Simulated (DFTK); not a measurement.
SnSe under changes of volume

One of the cells (27.271 Å³/atom); the others are scaled copies at fixed shape and fractional positions:

```xyz
2
Lattice="0.0000 3.0100 3.0100 3.0100 0.0000 3.0100 3.0100 3.0100 0.0000" Properties=species:S:1:pos:R:3 pbc="T T T"
Sn    0.0000    0.0000    0.0000
Se    3.0100    3.0100    3.0100
```

Measurements of this composition are mostly on another form, of space group No. 62.

```yaml
Program: DFTK 0.8.2
Functional: TASK
Potentials_or_basis: cp2k.nc.sr.pbe.v0_1.semicore.gth (PBE, GTH)
Cutoff: 1061 eV
k_mesh: 5 × 5 × 5
Occupations: fermi-dirac, width 0.05 eV
Spin: no spin polarisation
```

| volume (Å³/atom) | energy over the lowest point (meV/atom) | pressure (GPa) |
| --- | --- | --- |
| 25.635 | ? | ? |
| 26.180 | 60.99 | 6.5 |
| 26.725 | 41.05 | 5.2 |
| 27.271 | 25.36 | 4.0 |
| 27.816 | 13.52 | 2.9 |
| 28.362 | 5.19 | 2.0 |
| 28.907 | 0.00 | 1.1 |

Task: What does the run at 25.635 Å³/atom give?

Result: Energy over the lowest point 85.66 meV/atom; pressure 8.0 GPa.

Worked out: A Birch-Murnaghan fit of order 3 (a polynomial in V^(-2/3)) to the other rows has its minimum at 29.66 Å³/atom, just outside them, with B0 = V·E''(V) = 40 GPa and B' = 4.4. It gives 85.64 meV/atom at 25.635 Å³/atom, against the run's 85.66, and -dE/dV = 8.0 GPa, against 8.0.

Energies are extrapolated to zero smearing.

Caveats: the minimum lies outside the volumes run; GTH potentials come without recommended cutoffs, and this one wasn't checked for convergence; the potentials were made for another functional, which shifts forces and pressure.
